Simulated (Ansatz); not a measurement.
# CsH: a hydrostatic pressure series

One table from this session's results is given with a row withheld; the runs are named, their logs left out.

Method: DFT r2SCAN, scalar-relativistic, plane waves, PAW, in Ansatz 0.2.0.

2 further runs of the same task are left out: 2 set aside as unsound or not needed.

**The structure to begin with**

The structure is cubic, space group Fm-3m (No. 225). Conventional cell: a = 6.376 Å, b = 6.376 Å, c = 6.376 Å, α = 90.00°, β = 90.00°, γ = 90.00°. Cs (site symmetry m-3m) has 6 H at 3.19 Å as nearest neighbours. H (site symmetry m-3m) is surrounded by 6 Cs at 3.19 Å.

Structure file:

```
Cs H
1.0
     0.00000    3.18800    3.18800
     3.18800    0.00000    3.18800
     3.18800    3.18800    0.00000
Cs H
1 1
Direct
  0.00000 0.00000 0.00000
  0.50000 0.50000 0.50000
```

This cell was relaxed beforehand with the same method: volume 32.40 Å³/atom, gap on the mesh 2.68 eV.

Set-up of the first run:

The input, input.yaml:

```yaml
crystal:
  lattice:
    - [0.0, 3.1985863239, 3.1985863239]
    - [3.1985863239, 0.0, 3.1985863239]
    - [3.1985863239, 3.1985863239, 0.0]
  atoms:
    - { symbol: Cs, position: [0.0, 0.0, 0.0] }
    - { symbol: H, position: [0.5, 0.5, 0.5] }
basis:
  ecutwfc: 500
kpoints:
  mp_grid: { grid: [6, 6, 6] }
hamiltonian:
  xc: r2scan
scf:
  occupations: { method: gaussian, width: 0.02 }
output:
  forces: true
  stress: true
  eigenvalues: true
  write_density: true
  write_potential: true
  elf: true
  volumetric_format: npy
relax:
  adjacent_minimum: "off"
  f_tol: 0.008
  max_steps: 50
  cell: { stress_tol: 0.08, p_target: -1.0 }
```

On the command line:

```console
$ ansatz run input.yaml --threads 1 --pin off --max-ram 2560MiB --backend cpu --events-out ev --progress --plain --runs-dir out
```

Steps of the session up to this table: Target pressure -1 GPa; Band edges over the zone at -1 GPa; 1 GPa; Seeking the band edges at 1 GPa; Target pressure 4 GPa; Band edges over the zone at 4 GPa; Target pressure 12 GPa; Band edges over the zone at 12 GPa; 25 GPa; Seeking the band edges at 25 GPa; Target pressure 50 GPa; Band edges over the zone at 50 GPa; 90 GPa.

One of the session's tables, all rows but one given; the rest of the session is left out.

Lengths are those of the vectors of the cell that was run:

```
P (GPa)  V (Å³/atom)  a (Å)  b (Å)  c (Å)  ΔH (eV/atom)
     -1        37.00  4.713  4.713  4.713        -0.215
      0        32.40  4.509  4.509  4.509         0.000
      1        29.64  4.376  4.376  4.376         0.193
      4        25.13  4.142  4.142  4.142         0.702
     12            ?      ?      ?      ?             ?
     25        16.18  3.577  3.577  3.577         3.245
     50        13.11  3.335  3.335  3.335         5.497
     90        10.85  3.131  3.131  3.131         8.457
```

Q: Estimate the row for P (GPa) = 12 from the others.

Worked estimate for «V (Å³/atom)». A straight line through the neighbours (4, 25.13) and (25, 16.18) gives 25.13 + (16.18 − 25.13) × (12 − 4) / (25 − 4) = 21.72; a parabola fitted to 4 rows on both sides gives 21.52.

The run gave: V (Å³/atom): 19.81; a (Å): 3.827; b (Å): 3.827; c (Å): 3.827; ΔH (eV/atom): 1.804. In «V (Å³/atom)» the line misses by +1.91 and the parabola by +1.71.

ΔH is E + PV over the energy at zero pressure; a, b and c are the vectors of the computed cell.

To keep in mind: Other structures may take over in this range; these runs cannot find them.
